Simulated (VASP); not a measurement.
# Ru in VASP: single point with PBE+D3(BJ)

Aim: the single point of Ru with PBE+D3(BJ).

All numbers are computed with VASP 6.6.1; they aren't measurements. Logs are shortened: lines on timing, memory, paths and dates and some standing lists are left out, and cuts for length are marked.

### Step 1. The cell of the first run

The cell holds a slab with vacuum, 16 atoms: a = 5.395 Å, b = 5.395 Å, c = 25.088 Å, α = 90.00°, β = 90.00°, γ = 120.00°.

The slab is cut from a database's or a generator's crystal, which needn't be the stable form of the element.

### Step 2. Single point, PBE+D3(BJ) (the clean substrate in the cell of the map)

File INCAR:

```
SYSTEM = Ru
PREC = Accurate
ENCUT = 520
EDIFF = 1E-6
ISMEAR = 0
SIGMA = 0.1
LREAL = Auto
LASPH = .TRUE.
NELM = 60
ALGO = Fast
ISIF = 2
LWAVE = .FALSE.
LCHARG = .FALSE.
LDIPOL = .TRUE.
IDIPOL = 3
DIPOL = 0.5 0.5 0.286
GGA = PE
IVDW = 12
NBANDS = 126
```

File KPOINTS:

```
regular mesh
0
G
  6 6 1
  0 0 0
```

File POSCAR:

```
Ru
1.0
    5.3951895594      0.0000000000      0.0000000000
   -2.6975947797      4.6723712167      0.0000000000
    0.0000000000      0.0000000000     25.0883144398
Ru
16
Direct
    0.3333333333      0.1666666667      0.1594367772
    0.3333333333      0.6666666667      0.1594367772
    0.8333333333      0.1666666667      0.1594367772
    0.8333333333      0.6666666667      0.1594367772
    0.1666666667      0.3333333333      0.2444528113
    0.1666666667      0.8333333333      0.2444528113
    0.6666666667      0.3333333333      0.2444528113
    0.6666666667      0.8333333333      0.2444528113
    0.3333333333      0.1666666667      0.3293143402
    0.3333333333      0.6666666667      0.3293143402
    0.8333333333      0.1666666667      0.3293143402
    0.8333333333      0.6666666667      0.3293143402
    0.1666666667      0.3333333333      0.4120768840
    0.1666666667      0.8333333333      0.4120768840
    0.6666666667      0.3333333333      0.4120768840
    0.6666666667      0.8333333333      0.4120768840
```

Potentials or basis: VASP PAW PBE potentials, release 64 (Ru_pv).

On the command line:

```sh
> cat potpaw_PBE.64/Ru_pv/POTCAR > POTCAR
> mpirun -np 1 vasp_std > vasp.out
```

OUTCAR:

```text
SYSTEM = Ru
   PREC = Accurate
   ENCUT = 520
   EDIFF = 1E-6
   ISMEAR = 0
   LREAL = Auto
   LASPH = .TRUE.
   NELM = 60
   ISIF = 2
   GGA = PE
   IVDW = 12
 IVDW          = 12

 ion  position               nearest neighbor table
   1  0.333  0.167  0.159-   5 2.64   7 2.64   6 2.64   3 2.70   3 2.70   2 2.70   2 2.70   4 2.70
                             4 2.70
   2  0.333  0.667  0.159-   6 2.64   8 2.64   5 2.64   4 2.70   4 2.70   3 2.70   1 2.70   1 2.70
                             3 2.70
   3  0.833  0.167  0.159-   7 2.64   5 2.64   8 2.64   1 2.70   1 2.70   2 2.70   4 2.70   4 2.70
                             2 2.70
   4  0.833  0.667  0.159-   8 2.64   6 2.64   7 2.64   2 2.70   2 2.70   1 2.70   3 2.70   3 2.70
                             1 2.70
   5  0.167  0.333  0.244-   9 2.64  11 2.64  10 2.64   1 2.64   3 2.64   2 2.64   7 2.70   7 2.70
                             6 2.70   6 2.70   8 2.70   8 2.70
   6  0.167  0.833  0.244-  10 2.64  12 2.64   9 2.64   2 2.64   4 2.64   1 2.64   8 2.70   8 2.70
                             7 2.70   5 2.70   5 2.70   7 2.70
   7  0.667  0.333  0.244-  11 2.64   9 2.64  12 2.64   3 2.64   1 2.64   4 2.64   5 2.70   5 2.70
                             6 2.70   8 2.70   8 2.70   6 2.70
   8  0.667  0.833  0.244-  12 2.64  10 2.64  11 2.64   4 2.64   2 2.64   3 2.64   6 2.70   6 2.70
                             5 2.70   7 2.70   7 2.70   5 2.70
   9  0.333  0.167  0.329-  13 2.60  15 2.60  14 2.60   5 2.64   7 2.64   6 2.64  11 2.70  11 2.70
[... 22 lines left out ...]
 A1 = (   5.3951895594,   0.0000000000,   0.0000000000)
 A2 = (  -2.6975947797,   4.6723712167,   0.0000000000)
 A3 = (   0.0000000000,   0.0000000000,  25.0883144398)

Analysis of symmetry for initial positions (statically):
=====================================================================
 Subroutine PRICEL returns following result:

  LATTYP: Found a hexagonal cell.
 ALAT       =     2.6975947797
 C/A-ratio  =     9.3002531843

  Lattice vectors:

 A1 = (   2.6975947797,   0.0000000000,   0.0000000000)
 A2 = (  -1.3487973899,   2.3361856083,   0.0000000000)
 A3 = (   0.0000000000,   0.0000000000,  25.0883144398)

   4 primitive cells build up your supercell.

 Routine SETGRP: Setting up the symmetry group for a
 hexagonal supercell.

 Subroutine GETGRP returns: Found  6 space group operations
 (whereof  6 operations were pure point group operations)
 out of a pool of 24 trial point group operations.

The static configuration has the point symmetry C_3v.

Analysis of symmetry for dynamics (positions and initial velocities):
=====================================================================
 Subroutine PRICEL returns following result:

  LATTYP: Found a hexagonal cell.
 ALAT       =     2.6975947797
 C/A-ratio  =     9.3002531843

  Lattice vectors:

 A1 = (   2.6975947797,   0.0000000000,   0.0000000000)
 A2 = (  -1.3487973899,   2.3361856083,   0.0000000000)
 A3 = (   0.0000000000,   0.0000000000,  25.0883144398)

   4 primitive cells build up your supercell.

 Routine SETGRP: Setting up the symmetry group for a
 hexagonal supercell.

 Subroutine GETGRP returns: Found  6 space group operations
 (whereof  6 operations were pure point group operations)
 out of a pool of 24 trial point group operations.

The dynamic configuration has the point symmetry C_3v.

 Subroutine INISYM returns: Found  6 space group operations
 (whereof  6 operations are pure point group operations),
 and found     4 'primitive' translations

----------------------------------------------------------------------------------------

                                     Primitive cell

  volume of cell :     158.1086

  direct lattice vectors                    reciprocal lattice vectors
     2.697594780  0.000000000  0.000000000     0.370700599  0.214024090  0.000000000
    -1.348797390  2.336185608  0.000000000     0.000000000  0.428048181  0.000000000
     0.000000000  0.000000000 25.088314440     0.000000000  0.000000000  0.039859194

  length of vectors
     2.697594780  2.697594780 25.088314440     0.428048181  0.428048181  0.039859194

  position of ions in fractional coordinates (direct lattice)
     0.666666667  0.333333333  0.159436777
     0.333333333  0.666666667  0.244452811
     0.666666667  0.333333333  0.329314340
     0.333333333  0.666666667  0.412076884

  ion indices of the primitive-cell ions
   primitive index   ion index
                 1           1
                 2           5
                 3           9
                 4          13

----------------------------------------------------------------------------------------

 KPOINTS: regular mesh

Automatic generation of k-mesh.
 Grid dimensions read from file:
 generate k-points for:    6    6    1

 Generating k-lattice:

  Cartesian coordinates                     Fractional coordinates (reciprocal lattice)
     0.030891717  0.017835341  0.000000000     0.166666667  0.000000000  0.000000000
     0.000000000  0.035670682  0.000000000     0.000000000  0.166666667  0.000000000
     0.000000000  0.000000000  0.039859194     0.000000000  0.000000000  1.000000000

  Length of vectors
     0.035670682  0.035670682  0.039859194

  Shift w.r.t. Gamma in fractional coordinates (k-lattice)
     0.000000000  0.000000000  0.000000000

 Subroutine IBZKPT returns following result:
 ===========================================

 Found      7 irreducible k-points:

 Following reciprocal coordinates:
            Coordinates               Weight
  0.000000  0.000000  0.000000      1.000000
  0.166667 -0.000000  0.000000      6.000000
  0.333333 -0.000000  0.000000      6.000000
  0.500000 -0.000000  0.000000      3.000000
  0.166667  0.166667  0.000000      6.000000
  0.333333  0.166667  0.000000     12.000000
  0.333333  0.333333  0.000000      2.000000
   k-points           NKPTS =      7   k-points in BZ     NKDIM =      7   number of bands    NBANDS=    126
   number of dos      NEDOS =    301   number of ions     NIONS =     16
   total plane-waves  NPLWV = 307200
   dimension x,y,z NGX =    40 NGY =   40 NGZ =  192
   dimension x,y,z NGXF=    80 NGYF=   80 NGZF=  384
   ions per type =              16
   NGX,Y,Z   is equivalent  to a cutoff of  12.33, 12.33, 12.72 a.u.
   NGXF,Y,Z  is equivalent  to a cutoff of  24.65, 24.65, 25.45 a.u.
 SYSTEM =  Ru
   PREC   = accura    normal or accurate (medium, high low for compatibility)
   ISTART =      0    job   : 0-new  1-cont  2-samecut
   ICHARG =      2    charge: 1-file 2-atom 10-const
   ISPIN  =      1    spin polarized calculation?
   LNONCOLLINEAR =      F non collinear calculations
   LSORBIT =      F    spin-orbit coupling
   LASPH  =      T    aspherical Exc in radial PAW
   ENCUT  =  520.0 eV  38.22 Ry    6.18 a.u.  10.03 10.03 46.65*2*pi/ulx,y,z
   NELM   =     60;   NELMIN=  2; NELMDL= -5     # of ELM steps
   EDIFF  = 0.1E-05   stopping-criterion for ELM
   LREAL  =      T    real-space projection
   EDIFFG = 0.1E-04   stopping-criterion for IOM
   NSW    =      0    number of steps for IOM
   IBRION =     -1    ionic relax: 0-MD 1-quasi-New 2-CG
   NFREE  =      0    steps in history (QN), initial steepest desc. (CG)
   ISIF   =      2    stress and relaxation
   ISYM   =      2    0-nonsym 1-usesym 2-fastsym
   POTIM  = 0.5000    time-step for ionic-motion
   TEBEG  =    0.0;   TEEND  =   0.0 temperature during run
   PSTRESS=    0.0 pullay stress
   NELECT =     224.0000    total number of electrons
   NUPDOWN=      -1.0000    fix difference up-down
   EMIN   =  10.00;   EMAX   =-10.00  energy-range for DOS
   EFERMI =   0.00;   METHOD = LEGACY
   ISMEAR =     0;   SIGMA  =   0.10  broadening in eV -4-tet -1-fermi 0-gaus
   EFERMI_NEDOS =   21; number of points for ismear=-14 and -15
   IALGO  =     68    algorithm
   IMIX   =      4    mixing-type and parameters
     AMIX     =   0.40;   BMIX     =  1.00
     AMIX_MAG =   1.60;   BMIX_MAG =  1.00
  volume/ion in A,a.u.               =      39.53       266.74
  Fermi-wavevector in a.u.,A,eV,Ry     =   1.158294  2.188859 18.254204  1.341646
  Thomas-Fermi vector in A             =   2.294898
   LORBIT       =      0    0 simple, 1 ext, 2 COOP (PROOUT), +10 PAW based schemes
   GGA     = PE    functional components
   LHFCALC =     F    Hartree Fock is set to
   AEXX    =    0.0000 exact exchange contribution
   IVDW    =    12    specifies the selected vdW correction
   LEPSILON=     F    determine dielectric tensor
   LRPA    =     F    only Hartree local field effects (RPA)
 non-spin polarized calculation
 RMM-DIIS sequential band-by-band and
 Gauss-broadening in eV      SIGMA  =   0.10
  energy-cutoff  :      520.00
  volume of cell :      632.43
 maximum number of plane-waves:     17052
   NGX = 21   NGY = 21   NGZ = 93

 dipolmoment           0.000000      0.000000      0.001769 electrons x Angstroem

 number of electron     224.0000036 magnetization

 dipolmoment           0.000000      0.000000     -0.003554 electrons x Angstroem

 Free energy of the ion-electron system (eV)
  ---------------------------------------------------
  ext. energy  EPLUGINS =         0.00000000
  ---------------------------------------------------
  free energy    TOTEN  =      -139.39135828 eV

  energy without entropy =     -139.29619342  energy(sigma->0) =     -139.34377585

 E-fermi :   1.1392     XC(G=0):  -5.6351

 val. band max:        1.1242982616   @ k =   0.3333   0.1667   0.0000
 cond. band min:       1.1507615915   @ k =   0.5000  -0.0000   0.0000
 fundamental gap:      0.0264633298
 Fermi energy:         1.1391773009

 k-point     1 :       0.0000    0.0000    0.0000
  band No.  band energies     occupation
      1     -42.5567      2.00000
      2     -42.5567      2.00000
      3     -42.5567      2.00000
      4     -42.5317      2.00000
      5     -42.4843      2.00000
      6     -42.4843      2.00000
[... 878 lines left out ...]
    123       1.9974      0.00000
    124       2.0100      0.00000
 [bands above 124 left out]

------------------------ aborting loop because EDIFF is reached ----------------------------------------

 vacuum level on the upper side and lower side of the slab       (xc-potential included)        -0.119        -0.095

 Edisp (eV)   -7.38573

 E8    (eV) :    -3.4979

  FORCE on cell =-STRESS in cart. coord.  units (eV):
  Direction    XX          YY          ZZ          XY          YZ          ZX
  --------------------------------------------------------------------------------------
  -------------------------------------------------------------------------------------
  Total     -11.86679   -11.86679    -4.22956     0.00000     0.00000     0.00000
  in kB     -30.06272   -30.06272   -10.71495     0.00000     0.00000     0.00000
  external pressure =      -23.61 kB  Pullay stress =        0.00 kB

 VOLUME and BASIS-vectors are now :
 -----------------------------------------------------------------------------
  energy-cutoff  :      520.00
  volume of cell :      632.43
      direct lattice vectors                 reciprocal lattice vectors
     5.395189559  0.000000000  0.000000000     0.185350299  0.107012045  0.000000000
    -2.697594780  4.672371217  0.000000000     0.000000000  0.214024090  0.000000000
     0.000000000  0.000000000 25.088314440     0.000000000  0.000000000  0.039859194

 POSITION                                       TOTAL-FORCE (eV/Angst)
 -----------------------------------------------------------------------------------
      1.34880      0.77873      4.00000         0.000000     -0.000000      0.510992
     -0.00000      3.11491      4.00000        -0.000000      0.000000      0.510992
      4.04639      0.77873      4.00000        -0.000000     -0.000000      0.510992
      2.69759      3.11491      4.00000        -0.000000     -0.000000      0.510992
      0.00000      1.55746      6.13291         0.000000      0.000000     -0.521444
     -1.34880      3.89364      6.13291         0.000000      0.000000     -0.521444
[... 8 lines left out ...]
      2.69759      1.55746     10.33831        -0.000000      0.000000      0.026064
      1.34880      3.89364     10.33831         0.000000     -0.000000      0.026064
 -----------------------------------------------------------------------------------
    total drift:                                0.000001     -0.000001     -0.009957

  FREE ENERGIE OF THE ION-ELECTRON SYSTEM (eV)
  ---------------------------------------------------
  free  energy   TOTEN  =      -146.7770916774 eV

  energy  without entropy=     -146.6819268221  energy(sigma->0) =     -146.72950925

 vacuum level on the upper side and lower side of the slab         6.130         6.154
```

Run time: 15 min. Hardware: 1 thread of AMD EPYC 9R45 (Zen 5), shared host; peak memory 0.77 GiB.

What came out:

| Property | Result |
| --- | --- |
| Free energy | -146.7771 eV |
| Largest force | 0.521 eV/Å |
| Band gap on the k mesh | none (metal or under the smearing width) |
| Dispersion energy per atom | -0.462 eV |

Forces in eV/Å, atoms in the order of the input:
```
Ru   0.000  0.000  0.511
Ru   0.000  0.000  0.511
Ru   0.000  0.000  0.511
Ru   0.000  0.000  0.511
Ru   0.000  0.000 -0.521
Ru   0.000  0.000 -0.521
Ru   0.000  0.000 -0.521
Ru   0.000  0.000 -0.521
Ru   0.000  0.000 -0.016
Ru   0.000  0.000 -0.016
Ru   0.000  0.000 -0.016
Ru   0.000  0.000 -0.016
Ru   0.000  0.000  0.026
Ru   0.000  0.000  0.026
Ru   0.000  0.000  0.026
Ru   0.000  0.000  0.026
```

Levels at points of the mesh, in eV from the Fermi level:
| k point | band 108 | band 109 | band 110 | band 111 | band 112 | band 113 | band 114 | band 115 | band 116 | band 117 |
| --- | --- | --- | --- | --- | --- | --- | --- | --- | --- | --- |
| (0.00, 0.00, 0.00) | 0.19 | 0.19 | 0.19 | 1.00 | 1.00 | 1.09 | 1.09 | 1.09 | 1.19 | 1.20 |
| (0.50, 0.00, 0.00) | -0.69 | -0.62 | -0.62 | -0.57 | -0.57 | -0.07 | -0.07 | 0.01 | 0.01 | 0.06 |
